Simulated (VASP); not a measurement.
**KCl: single point with PBE**

**The experiment to reproduce.**

A printed reference work, monograph reports, for a bulk crystal of KCl: band gap 8.68 eV.

The system is KCl.

```
K Cl
1.0
     0.00000    3.14647    3.14647
     3.14647    0.00000    3.14647
     3.14647    3.14647    0.00000
K Cl
1 1
Direct
  0.00000 0.00000 0.00000
  0.50000 0.50000 0.50000
```

```yaml
Program: VASP 6.6.1
Task: single point
Functional: PBE
Potentials_or_basis: VASP PAW PBE potentials, release 64 (K_sv, Cl)
Cutoff: 520 eV
k_mesh: 8 × 8 × 8
Occupations: gaussian, width 0.05 eV
Spin: no spin polarisation
```

| Item | Value |
| --- | --- |
| Pressure | 0.8 GPa |
| Band gap on the k mesh | 5.19 eV, direct |

Levels at points of the mesh, in eV from the valence-band top:
| k point | band 5 | band 6 | band 7 | band 8 | band 9 | band 10 | band 11 | band 12 |
| --- | --- | --- | --- | --- | --- | --- | --- | --- |
| (0.00, 0.00, 0.00) | -10.66 | 0.00 | 0.00 | 0.00 | 5.19 | 8.38 | 8.38 | 8.38 |
| (0.50, 0.00, 0.00) | -10.42 | -1.05 | -0.32 | -0.32 | 7.59 | 8.60 | 10.53 | 10.53 |
| (0.50, 0.50, 0.00) | -10.71 | -0.66 | -0.22 | -0.22 | 6.53 | 8.35 | 10.07 | 10.24 |

Run time: 17 s on 1 thread of Intel(R) Xeon(R) Platinum 8488C (Sapphire Rapids), on a shared host, peak memory 0.2 GiB.

A measured gap of KCl is 8.68 eV (a printed reference work, monograph); the calculated 5.19 eV misses it by -3.49 eV. The value is that of PBE on a finite k mesh, which can miss the band edges, without temperature or zero-point motion. Semilocal functionals fall short of measured gaps as a rule.
